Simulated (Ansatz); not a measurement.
Reactions of C10H14 (`CC(C)Cc1ccccc1`).

Calculated with Ansatz (gas phase, PBE0-D4/def2-TZVP geometries, no zero-point term in ΔE). CBS: MP2 limit from def2 TZ/QZ plus the TZ coupled-cluster correction, frozen cores. This one scheme is used for every species. DFT in def2-TZVPP. Elements past krypton have def2 core potentials. For I outer-core shells are correlated without core-valence functions, which leaves a few kJ/mol of doubt a bond. Each species was taken in one conformer, which may not be the lowest.

```csv
reaction,CCSD(T)/CBS(def2) (kcal/mol)
`CC(C)Cc1ccccc1` + HI → `Ic1ccccc1` + `CC(C)C`,?
`CC(C)Cc1ccccc1` + `N=O` → `O=Nc1ccccc1` + `CC(C)C`,-5.1
`CC(C)Cc1ccccc1` + H–F → `CC(C)F` + `Cc1ccccc1`,8.1
`CC(C)Cc1ccccc1` + `CCC(C)C` → `CCC(C)CC(C)C` + `Cc1ccccc1`,1.6
`CC(C)Cc1ccccc1` + `CCS` → `CCSCc1ccccc1` + `CCC`,2.2
```

Task: Fill in the missing values. (Best estimate.)

Result: Ansatz gave: `CC(C)Cc1ccccc1` + HI → `Ic1ccccc1` + `CC(C)C`: +3.0 kcal/mol.

Largest T1 diagnostic: 0.015, for `N=O`.
